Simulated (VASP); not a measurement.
Write the native input for VASP 6.6.1 that does the following.

| Item | Value |
| --- | --- |
| Task | relaxation of cell and atoms |
| Functional | PBE |
| Dispersion | D3(BJ) |
| Potentials or basis | VASP PAW PBE potentials, release 64 (Ta_pv) |
| Cutoff | 600 eV |
| k mesh | 16 × 16 × 16 |
| Occupations | methfessel-paxton, width 0.1 eV |
| Spin | no spin polarisation |
| Further INCAR settings | ALGO = Normal; EDIFF = 1e-06; IBRION = 2; EDIFFG = -0.01; NSW = 90; ISIF = 3 |

The structure of Ta lies in POSCAR:

```
Ta
1.0
   -1.6512800000      1.6512800000      1.6512800000
    1.6512800000     -1.6512800000      1.6512800000
    1.6512800000      1.6512800000     -1.6512800000
Ta
1
Direct
    0.0000000000      0.0000000000      0.0000000000
```

One way to write it, as run:

INCAR

```
  PREC = Accurate
  ENCUT = 600
  EDIFF = 1E-6
  ISMEAR = 1
  SIGMA = 0.1
  LREAL = False
  LASPH = True
  NELM = 80
  ALGO = Normal
  ISIF = 3
  LWAVE = False
  LCHARG = False
  GGA = PE
  IVDW = 12
  IBRION = 2
  NSW = 90
  EDIFFG = -0.01
```

KPOINTS

```
Automatic mesh
0
Gamma
  16 16 16
```

Potentials or basis: VASP PAW PBE potentials, release 64 (Ta_pv).

Run with:

```sh
$ cat potpaw_PBE.64/Ta_pv/POTCAR > POTCAR
$ mpirun -np 1 vasp_std > vasp.out
```

It gave:

```
Relaxed volume                         : 17.77 Å³/atom
Relaxed cell                           : a = 2.847 Å, b = 2.847 Å, c = 2.847 Å, α = 109.47°, β = 109.47°, γ = 109.47°
Space group after relaxing (to 0.05 Å) : Im-3m (No. 229)
Energy gained by relaxing              : 2.1 meV/atom
Ionic steps                            : 3
Pressure after relaxing                : 0.0 GPa
Band gap on the k mesh                 : none (metal or under the smearing width)
Dispersion energy per atom             : -0.672 eV
```

Caveat: pairwise dispersion overbinds metals, which lowers pressure and volume.

It took 38 s on 1 thread of AMD EPYC 7R13 Processor (Zen 3) (shared host), peak memory 0.15 GiB.
